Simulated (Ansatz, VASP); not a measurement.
**One calculation of Re, two programs**

File run.py:

```python
from ase import Atoms
from ase.calculators.vasp import Vasp
from ase.dft.bandgap import bandgap

atoms = Atoms(
    ['Re', 'Re'],
    cell=[[2.7608, 0.0, 0.0], [-1.3804, 2.3909229348, 0.0], [0.0, 0.0, 4.4582]],
    scaled_positions=[[0.6666666667, 0.3333333333, 0.75], [0.3333333333, 0.6666666667, 0.25]],
    pbc=True,
)
calc = Vasp(
    directory='calc',
    xc='pbe',
    pp='PBE',
    setups='recommended',
    prec='Accurate',
    encut=520,
    ediff=1e-06,
    ismear=0,
    sigma=0.02,
    lreal=False,
    lasph=True,
    nelm=60,
    algo='Normal',
    isif=2,
    lwave=False,
    lcharg=False,
    kpts=[11, 11, 6],
    gamma=True,
)
atoms.calc = calc

print('energy (eV):', atoms.get_potential_energy())
print('free energy (eV):', atoms.get_potential_energy(force_consistent=True))
print('forces (eV/A):')
print(atoms.get_forces())
print('stress (eV/A^3, Voigt):', atoms.get_stress())
print('Fermi level (eV):', calc.get_fermi_level())
gap, top, bottom = bandgap(calc)
print('band gap (eV):', gap, 'from (spin, k, band)', top, 'to', bottom)
```

Contents of input.yaml:

```yaml
crystal:
  lattice:
    - [2.7608, 0.0, 0.0]
    - [-1.3804, 2.3909229348, 0.0]
    - [0.0, 0.0, 4.4582]
  atoms:
    - { symbol: Re, position: [0.6666666667, 0.3333333333, 0.75] }
    - { symbol: Re, position: [0.3333333333, 0.6666666667, 0.25] }
hamiltonian:
  xc: pbe
  pseudopotentials: { kind: paw }
kpoints:
  mp_grid: { grid: [11, 11, 6] }
scf:
  occupations: { method: gaussian, width: 0.02 }
output:
  forces: true
  stress: true
  eigenvalues: true
```

Alike in both runs: task single point; functional PBE; k mesh 11 × 11 × 6; occupations gaussian, width 0.02 eV; no spin polarisation.

|  | VASP | Ansatz |
| --- | --- | --- |
| version | VASP 6.6.1 | Ansatz 0.2.0 |
| potentials or method | VASP PAW PBE potentials, release 64 (Re) | Ansatz PAW |
| plane-wave cutoff (eV) | 520 | 420 |
| valence electrons in the cell | 14 | 30 |

Ansatz gave:

- gap on the k mesh at the Fermi level (eV): none
- pressure (GPa): 5.8
- largest component of the traceless stress (GPa): 0.54

Problem. Estimate VASP's values.

Solution. gap on the k mesh at the Fermi level (eV): none; pressure (GPa): 5.4; largest component of the traceless stress (GPa): 0.66.

A gap of «none» marks a metal or a gap that the smearing closes. The two sets of potentials don't hold the same shells in valence.

The runs have no spin-orbit coupling, so splittings on Re are missing.
